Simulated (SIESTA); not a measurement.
Pt under changes of volume

One of the cells (15.080 Å³/atom); the others are scaled copies at fixed shape and fractional positions:

```
CELL_PARAMETERS angstrom
0.00000 1.96090 1.96090
1.96090 0.00000 1.96090
1.96090 1.96090 0.00000
ATOMIC_POSITIONS crystal
Pt 0.00000 0.00000 0.00000
```

- Program: SIESTA 5.4.2
- Functional: PBE
- Potentials or basis: PseudoDojo 0.4 standard (PBE files)
- Basis: DZ (energy shift 0.01 Ry)
- Grid cutoff: 800 Ry
- Energy shift: 0.01 Ry
- k mesh: 12 × 12 × 12
- Occupations: fermi-dirac, width 0.05 eV
- Spin: no spin polarisation

| volume (Å³/atom) | energy over the lowest point (meV/atom) | pressure (GPa) |
| --- | --- | --- |
| 14.175 | 20.55 | 13.5 |
| 14.477 | 2.76 | 5.5 |
| 14.778 | 0.00 | -2.1 |
| 15.080 | ? | ? |
| 15.381 | 30.81 | -13.5 |
| 15.683 | 61.42 | -18.6 |
| 15.985 | 100.79 | -23.0 |

Problem. What does the run at 15.080 Å³/atom give?

Solution. Energy over the lowest point 10.13 meV/atom; pressure -8.2 GPa.

Worked out: A Birch-Murnaghan fit of order 3 (a polynomial in V^(-2/3)) to the other rows has its minimum at 14.69 Å³/atom with B0 = V·E''(V) = 344 GPa and B' = 5.7. It gives 9.79 meV/atom at 15.080 Å³/atom, against the run's 10.13, and -dE/dV = -8.3 GPa, against -8.2.

Energies are extrapolated to zero smearing.

Caveats: the basis has no polarisation orbitals; semicore shells carry a single zeta, which can move pressures by several GPa and volumes by a few percent; the basis of atomic orbitals isn't converged, which shifts pressures, moduli and gaps.
